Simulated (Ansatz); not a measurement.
## One input, then a changed one: Bi (hcp type)

First run: DFT, PBE, all-electron LAPW, scalar-relativistic (Ansatz 0.2.0).

Command: `ansatz run input.yaml --threads 1 --pin off --max-ram 2048MiB --backend cpu --events-out ev --progress --plain --runs-dir out` It took 48 s on 1 thread of Arm Neoverse V1, on a shared host, peak memory 0.52 GiB.

```yaml
crystal:
  lattice:
    - [3.2475940849, 0.0, 0.0]
    - [-1.6237970424, 2.8124989787, 0.0]
    - [0.0, 0.0, 5.2758143272]
  atoms:
    - { symbol: Bi, position: [0.3333333333, 0.6666666667, 0.25] }
    - { symbol: Bi, position: [0.6666666667, 0.3333333333, 0.75] }
kpoints:
  mp_grid: { grid: [14, 14, 8] }
scf:
  occupations: { method: fermi_dirac, width: 0.05 }
hamiltonian:
  xc: pbe
  pseudopotentials: { kind: all_electron, lapw: { basis_error: 0.001 } }
output:
  forces: true
  stress: true
  eigenvalues: true
  populations: true
```

The cell comes from a relaxation on PAW files under the same functional, begun from a prototype that needn't be the stable phase.

This run: volume at 0.76 of the series' base cell.

It converges in 7 SCF iterations at a pressure of 26.9 GPa.

The input is then changed:

```diff
 scf:
-  occupations: { method: fermi_dirac, width: 0.05 }
+  occupations: { method: gaussian, width: 0.1 }
 hamiltonian:
```

Question: What does the second run give?

Answer: It converges in 7 SCF iterations at a pressure of 27.0 GPa, free energy +1.0 meV/atom against the first run's. Results part of its log:
```
SCF 1 converged in 7 iterations: F = -1171410.691455 eV  dr2 = 6.89e-8
SCF converged after 7 iterations
Free energy (F): -1171410.691455 eV
Harris-Foulkes:  -1171410.691455 eV  (|F-HF|=3.03e-9)
Internal energy: -1171410.684498 eV  (E = F + TS)
E sigma→0 (E₀):  -1171410.687976 eV
Entropy (-TS):   -0.006958 eV (-3.479 meV/atom)
Fermi energy:    21.902788 eV
--- Per-component energies (eV) ---
  E_band       = -4791.186517
  E_kinetic    = 1356091.928860
  E_xc         = -21616.521423
  E_electrostatic = -2505886.091935  (all electrons and nuclei)
  E_smearing   = -0.006958  (= −TS)
  E_closure    = 0.000000  (closes the sum)
  E_atoms      = -1171404.213804  (free atoms, spherical and without spin; not in F)
[... lines left out ...]
  max |Σ_I F_I| component: 1.16e-18 eV/Å
--- Stress (GPa, compression-positive) ---
       27.000269      -0.000000       0.000000
       -0.000000      27.000269       0.000000
        0.000000       0.000000      26.849855
  P = ⅓ Tr σ = 26.9501 GPa (269.501 kbar)
--- Band table (eV; the first three rows and the last of 120) ---
  k-point 0: bands = ["-131.6962", "-131.6960", "-126.7859", "-126.7859", "-126.7858", "-126.7858", "-126.7858", "-126.7858", "-126.7852", "-126.7852", "-126.7852", "-126.7852", "-126.7826", "-126.7826", "-126.7826", "-126.7826", "-69.9744", "-69.9680", "-69.9613", "-69.9613", "-69.9601", "-69.9601", "-1.5683", "-1.5457", "-1.5059", "-1.5059", "-1.4817", "-1.4817", "-1.4395", "-1.4395", "-1.2323", "-1.2323", "6.1543", "10.6580", "14.8497", "26.3517", "26.3517", "28.5802", "28.5802", "28.9753", "29.9587", "30.1017", "32.6073", "33.9637", "33.9637"]
  k-point 1: bands = ["-131.6962", "-131.6960", "-126.7859", "-126.7859", "-126.7858", "-126.7858", "-126.7858", "-126.7858", "-126.7852", "-126.7852", "-126.7852", "-126.7852", "-126.7826", "-126.7826", "-126.7826", "-126.7826", "-69.9742", "-69.9682", "-69.9613", "-69.9613", "-69.9602", "-69.9602", "-1.5665", "-1.5455", "-1.5153", "-1.5153", "-1.4862", "-1.4862", "-1.4213", "-1.4213", "-1.2366", "-1.2366", "6.2454", "10.2151", "15.4832", "26.4254", "26.4254", "27.7660", "28.4899", "28.4899", "29.9769", "30.1271", "32.4396", "33.6891", "33.6891"]
  k-point 2: bands = ["-131.6962", "-131.6961", "-126.7859", "-126.7859", "-126.7858", "-126.7858", "-126.7858", "-126.7858", "-126.7852", "-126.7852", "-126.7852", "-126.7852", "-126.7826", "-126.7826", "-126.7826", "-126.7826", "-69.9735", "-69.9689", "-69.9611", "-69.9611", "-69.9603", "-69.9603", "-1.5617", "-1.5454", "-1.5273", "-1.5273", "-1.4980", "-1.4980", "-1.3842", "-1.3842", "-1.2499", "-1.2499", "6.5189", "9.3223", "16.9457", "25.5241", "26.6404", "26.6404", "28.2294", "28.2294", "30.0300", "30.1808", "32.1592", "33.1753", "33.3041"]
  k-point 119: bands = ["-131.6960", "-131.6960", "-126.7859", "-126.7859", "-126.7858", "-126.7858", "-126.7858", "-126.7858", "-126.7852", "-126.7852", "-126.7852", "-126.7852", "-126.7826", "-126.7826", "-126.7826", "-126.7826", "-69.9712", "-69.9712", "-69.9642", "-69.9642", "-69.9635", "-69.9635", "-1.5806", "-1.5806", "-1.4446", "-1.4446", "-1.3972", "-1.3972", "-1.3284", "-1.3284", "-1.2234", "-1.2234", "11.9181", "11.9181", "16.6625", "16.6625", "18.3562", "18.3562", "25.6151", "25.6151", "29.9293", "29.9293", "30.6290", "30.6290", "35.2346"]
--- Löwdin populations: 2 sites ---
  site symbol       q [e]
     0     Bi     82.9434
     1     Bi     82.9434
  spilling = 0.000682 (of n_electrons = 166.000000)
```
